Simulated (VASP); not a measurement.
NbH2:

```
CELL_PARAMETERS angstrom
0.00000 2.28150 2.28150
2.28150 0.00000 2.28150
2.28150 2.28150 0.00000
ATOMIC_POSITIONS crystal
Nb 0.00000 0.00000 0.00000
H 0.25000 0.25000 0.25000
H 0.75000 0.75000 0.75000
```

| Quantity | Value |
| --- | --- |
| Program | VASP 6.6.1 |
| Task | relaxation of cell and atoms |
| Functional | PBEsol |
| Potentials or basis | VASP PAW PBE potentials, release 64 (Nb_sv, H) |
| Cutoff | 600 eV |
| k mesh | 16 × 16 × 16 |
| Occupations | gaussian, width 0.1 eV |
| Spin | no spin polarisation |

At the start: pressure -5.7 GPa; volume 7.92 Å³/atom.

**Question.** How do energy, volume and symmetry change on relaxing?

**Answer.** Over 3 steps the energy falls by 4.5 meV/atom and the volume is 7.67 Å³/atom (-3.1 %); space group Fm-3m (No. 225, to 0.05 Å).

The path:
```
step  energy change (eV)  largest force (eV/Å)  pressure (GPa)  volume (Å³)
   1              0.0000                0.0000           -5.71        23.75
   2             -0.0122                0.0000            1.89        22.79
   3             -0.0135                0.0000            0.01        23.01
```

Final structure:
```
Nb H
1.0
     0.00000    2.25760    2.25760
     2.25760    0.00000    2.25760
     2.25760    2.25760    0.00000
Nb H
1 2
Direct
  0.00000 0.00000 0.00000
  0.25000 0.25000 0.25000
  0.75000 0.75000 0.75000
```

Caveat: the PAW data sets were made with another functional, which shifts forces and pressure a little.
